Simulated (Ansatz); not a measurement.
# InP (F-43m) in Ansatz: band structure with PBE

Aim: the band structure of InP with PBE.

Program: Ansatz 0.2.0. These are calculated values, not measurements. Logs are shortened: lines on timing, memory, paths and dates and some standing lists are left out, and cuts for length are marked.

**Experimental background.**

From a printed reference work, data compilation, for a bulk crystal of InP at 1.6 K: band gap 1.4236 eV (direct).

The results are compared with them further down.

### 1 Starting point

The structure is cubic, space group F-43m (No. 216). The conventional cell has a = 5.861 Å, b = 5.861 Å, c = 5.861 Å, α = 90.00°, β = 90.00°, γ = 90.00°. Around In (site symmetry -43m) lie 4 P at 2.54 Å. P (site symmetry -43m) has 4 In at 2.54 Å as nearest neighbours.

### 2 Band structure, PBE

Input file input.yaml:

```yaml
crystal:
  lattice:
    - [0.0, 2.9305, 2.9305]
    - [2.9305, 0.0, 2.9305]
    - [2.9305, 2.9305, 0.0]
  atoms:
    - { symbol: In, position: [0.0, 0.0, 0.0] }
    - { symbol: P, position: [0.75, 0.75, 0.75] }
kpoints:
  mp_grid: { grid: [8, 8, 8] }
  band_path:
    path:
      - [0.0, 0.0, 0.0]
      - [0.5, 0.0, 0.5]
      - [0.5, 0.25, 0.75]
      - [0.375, 0.375, 0.75]
      - [0.0, 0.0, 0.0]
      - [0.5, 0.5, 0.5]
      - [0.625, 0.25, 0.625]
      - [0.5, 0.25, 0.75]
    npoints: 12
scf:
  occupations: { method: fermi_dirac, width: 0.05 }
hamiltonian:
  xc: pbe
  pseudopotentials: { kind: all_electron, lapw: { basis_error: 0.001 } }
output:
  forces: true
  stress: true
  eigenvalues: true
```

Potentials or basis: all-electron LAPW, scalar-relativistic.

Run with:

```console
ansatz run input.yaml --threads 1 --pin off --max-ram 3072MiB --backend cpu --events-out ev --progress --plain --runs-dir out
```

The program printed:

```text
Warning: RAYON_NUM_THREADS=1 ignored (pool sized by the plan → 1); use --threads N
LAPW: plane waves up to 8.013 Å⁻¹, error target 1.0e-3 eV per atom; small_component_spin mean_spin; P in spheres of 1.105 Å, 13 of its electrons in bands, Dirac shells []; In in spheres of 1.433 Å, 21 of its electrons in bands, Dirac shells [] (how accurate: hamiltonian.pseudopotentials.lapw.basis_error, Limitations)
Engine: ansatz 0.2.0, x86_64-unknown-linux-gnu
Pseudopotentials: kind: all_electron
Pseudopotential: In, LAPW, valence charge 21, lapw/all_electron/scalar/gaussian/In, Koelling and Harmon's equation, gaussian nucleus
Pseudopotential: P, LAPW, valence charge 13, lapw/all_electron/scalar/gaussian/P, Koelling and Harmon's equation, gaussian nucleus
Functional definition: PBE
  parameter kappa = 0.804
  parameter beta = 0.06672455060314922
  exchange = pbe_x(kappa = kappa, mu = beta*pi^2/3)
  correlation = pbe_c(beta = beta)
Crystal: 2 atoms, lattice volume = 50.333 Å³
Basis set: ecut = 244.6137996932786 eV, 411 PW (Γ), exchange–correlation at level 2
Bands: 21, of which v1, the nominal top of the filled ones, is band 17 counted from 1 (16 counted from 0)
Symmetry: 24 space group operations
Space group: F-43m (ITA 216), of the structure as read, at distance tolerance 3.7e-5 Å
k-points: 29 of 512 (time reversal used)
Non-local potential: In, projectors of the file, none
Non-local potential: P, projectors of the file, none
Initial density: superposition of atomic densities (chi_scale 0.1, normalization cell, long waves kept (reshape's long-wave potential 0.00 eV rms))
Initial wavefunctions: plane waves of lowest kinetic energy (no species holds an atomic orbital)
Functional: x = pbe(κ = 0.804, μ = 0.2195149727645171), c = pbe(β = 0.06672455060314922)
iter 1 solved again at ethr=3.70e-3 eV; its pass at ethr=1.00e-1 eV (dr2=1.26e0 eV) is discarded
SCF iter   1: F=—  HF=-169355.820501 eV  |F-HF|=—  |Δ(HF+E_count)|=         —  Δρ=3.65e-2  dr2=1.26e0  ethr=3.70e-3  ⟨swp⟩=2.0  Hψ=4162  notcnv=0
preconditioner: auto → none  [insulator: Δε(μ)=1.114 eV  Ē_g=14.271 eV  σ=0.050 eV  W_gap=1.00  n_scr=14 (ndim 8)  ℏωp=22.2 eV  f_vac=0.032  D(μ)=0.00/eV (n_scr^D=0)  ε∞_Penn≈3.4]
iter 2 solved again at ethr=1.98e-4 eV; its pass at ethr=3.70e-3 eV (dr2=6.75e-2 eV) is discarded
SCF iter   2: F=—  HF=-169355.430655 eV  |F-HF|=—  |Δ(HF+E_count)|=   3.90e-1  Δρ=1.23e-2  dr2=6.75e-2  ethr=1.98e-4  ⟨swp⟩=2.0  Hψ=3198  notcnv=0
SCF iter   3: F=—  HF=-169355.404498 eV  |F-HF|=—  |Δ(HF+E_count)|=   2.62e-2  Δρ=6.07e-3  dr2=1.55e-2  ethr=1.98e-4  ⟨swp⟩=2.0  Hψ=1798  notcnv=0
SCF iter   4: F=—  HF=-169355.405388 eV  |F-HF|=—  |Δ(HF+E_count)|=         —  Δρ=1.30e-3  dr2=9.23e-4  ethr=4.56e-5  ⟨swp⟩=2.0  Hψ=1719  notcnv=0
the basis was enlarged: its passes take 647.8 KiB over the memory plan, 1 of 1 planned eigensolver slots
SCF iter   5: F=—  HF=-169355.404982 eV  |F-HF|=—  |Δ(HF+E_count)|=   4.06e-4  Δρ=1.83e-4  dr2=1.61e-5  ethr=2.72e-6  ⟨swp⟩=2.4  Hψ=1699  notcnv=0
SCF iter   6: F=—  HF=-169355.405012 eV  |F-HF|=—  |Δ(HF+E_count)|=   3.01e-5  Δρ=3.94e-5  dr2=6.71e-7  ethr=4.73e-8  ⟨swp⟩=3.0  Hψ=1799  notcnv=0
SCF iter   7: F=-169355.405014 eV  HF=-169355.405014 eV  |F-HF|=1.38e-8  |Δ(HF+E_count)|=   1.76e-6  Δρ=3.53e-6  dr2=7.67e-9  ethr=1.97e-9  ⟨swp⟩=3.0  Hψ=1800  notcnv=0
SCF 1 converged in 7 iterations: F = -169355.405014 eV  dr2 = 7.67e-9
NSCF: frozen V_eff on 85 k-points
SCF converged after 7 iterations
Free energy (F): -169355.405014 eV
Harris-Foulkes:  -169355.405014 eV  (|F-HF|=1.38e-8)
Internal energy: -169355.405009 eV  (E = F + TS)
E sigma→0 (E₀):  -169355.405011 eV
Entropy (-TS):   -0.000005 eV (-0.002 meV/atom)
Fermi energy:    9.487013 eV
--- Per-component energies (eV) ---
  E_band       = -1583.125237
  E_kinetic    = 177332.064700
  E_xc         = -4985.289803
  E_electrostatic = -341702.179906  (all electrons and nuclei)
  E_smearing   = -0.000005  (= −TS)
  E_closure    = 0.000000  (closes the sum)
  E_atoms      = -169347.050426  (free atoms, spherical and without spin; not in F)
  Σ components = -169355.405014   (vs F -169355.405014, Δ=0.00e0)
  Basis errors (estimates in eV, not in F): energy 4.5e-4 per atom: plane waves 4.1e-4 (2.4e-4 summed), levels above the bands 1.2e-58, relativity 3.8e-8, radial functions 4.5e-5, core shells 6.7e-8; eigenvalues (radial functions only) 1.1e-6; not estimated: angular momenta, meshes, grids; target (lapw.basis_error) 1.0e-3; muffin-tin radii P 1.105 Å, In 1.433 Å
--- Forces (eV/Å), atoms counted from 1 ---
  atom   1  In     0.00000000    -0.00000000    -0.00000000
  atom   2  P     -0.00000000     0.00000000    -0.00000000
  max |Σ_I F_I| component: 1.85e-17 eV/Å
--- Stress (GPa, compression-positive) ---
        3.336678       0.000000      -0.000000
        0.000000       3.336678       0.000000
       -0.000000       0.000000       3.336678
  P = ⅓ Tr σ = 3.3367 GPa (33.367 kbar)
--- Band table (eV; the first three rows and the last of 29) ---
  k-point 0: bands = ["-158.5220", "-108.9983", "-108.9983", "-108.9983", "-105.8625", "-64.3495", "-64.3495", "-64.3495", "-5.0915", "-5.0915", "-5.0915", "-4.9395", "-4.9395", "-2.4174", "9.0988", "9.0988", "9.0988", "9.8125", "13.1909", "13.1909", "13.1909"]
  k-point 1: bands = ["-158.5220", "-108.9983", "-108.9983", "-108.9983", "-105.8625", "-64.3495", "-64.3495", "-64.3495", "-5.1105", "-5.0840", "-5.0840", "-4.9394", "-4.9394", "-2.2389", "7.5618", "8.9131", "8.9131", "10.7554", "13.3435", "13.4677", "13.4677"]
  k-point 2: bands = ["-158.5220", "-108.9983", "-108.9983", "-108.9983", "-105.8625", "-64.3496", "-64.3495", "-64.3495", "-5.1538", "-5.0682", "-5.0682", "-4.9369", "-4.9369", "-1.7404", "5.6612", "8.5424", "8.5424", "10.8977", "13.8904", "13.8904", "14.4196"]
  k-point 28: bands = ["-158.5220", "-108.9983", "-108.9983", "-108.9983", "-105.8625", "-64.3497", "-64.3497", "-64.3496", "-5.2434", "-5.0314", "-4.9955", "-4.9600", "-4.9244", "0.0390", "3.5031", "6.1494", "6.1909", "13.3905", "13.4801", "14.6703", "15.3054"]
```

Wall time 10 s (1 thread of Intel Xeon Platinum 8488C (Sapphire Rapids), shared host); peak memory 0.3 GiB.

What came out:

```
Free energy             : -169355.4050 eV
Pressure                : 3.3 GPa
Band gap on the k mesh  : 0.71 eV, direct
Band gap along the path : 0.71 eV, direct
```

Levels at the corners of the path, in eV from the valence-band top:
| point | band 15 | band 16 | band 17 | band 18 | band 19 | band 20 |
| --- | --- | --- | --- | --- | --- | --- |
| Γ | 0.00 | 0.00 | 0.00 | 0.71 | 4.09 | 4.09 |
| X | -5.75 | -2.32 | -2.32 | 1.77 | 2.27 | 9.21 |
| W | -5.60 | -2.95 | -2.91 | 4.29 | 4.38 | 5.57 |
| K | -5.60 | -3.30 | -1.94 | 2.36 | 4.39 | 7.51 |
| Γ | 0.00 | 0.00 | 0.00 | 0.71 | 4.09 | 4.09 |
| L | -5.73 | -0.97 | -0.97 | 1.50 | 4.81 | 4.81 |
| U | -5.60 | -3.30 | -1.94 | 2.36 | 4.39 | 7.51 |
| W | -5.60 | -2.95 | -2.91 | 4.29 | 4.38 | 5.57 |

Caveat: spin-orbit coupling is left out, which moves the levels of the heavy elements.

### 3 How close it comes

Step 2. Against the measured gap of InP, 1.4236 eV (direct; 1.6 K; a printed reference work, data compilation), the calculated 0.71 eV is off by -0.71 eV. Spin-orbit coupling on In is left out. The value is that of PBE, without temperature or zero-point motion. Semilocal functionals fall short of measured gaps as a rule.
